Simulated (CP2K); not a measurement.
W2C:

```
W C
1.0
     3.07005    0.00000    0.00000
    -1.53502    2.65874    0.00000
     0.00000    0.00000    4.67843
W C
2 1
Cartesian
  1.5350 0.8862 1.1868
  0.0000 1.7725 3.4917
  0.0000 0.0000 0.0000
```

The cell comes from a database or a generator and needn't be the stable form of this composition.

Base run:

```yaml
Program: CP2K 2026.2
Functional: HLE16
Potentials_or_basis: POTENTIAL_UZH W GTH-PBE-q14, C GTH-PBE-q4; TZVP-MOLOPT-PBE-GTH basis
Density_cutoff: 9184 eV
k_mesh: 10 × 10 × 6
Occupations: fermi-dirac, width 0.05 eV
Spin: no spin polarisation
```

Its results: band gap on the k mesh none (metal or under the smearing width); pressure -66.3 GPa; largest force 2.175 eV/Å.

Task: After a change of settings the same cell gave: band gap on the k mesh none (metal or under the smearing width); pressure 13.3 GPa; largest force 0.569 eV/Å. Which change was it?
A. functional from HLE16 to TPSS
B. functional from HLE16 to PBEsol
C. functional from HLE16 to vdW-DF2
D. functional from HLE16 to WC

Result: C.

Caveats: the potentials were made for another functional, which shifts forces and pressure; the basis of atomic orbitals isn't converged, which shifts pressures, moduli and gaps; the potentials were made for a functional far from this one (some runs); the cell as given lies far from equilibrium (some runs).

Runs at the PBE level aren't shown here.
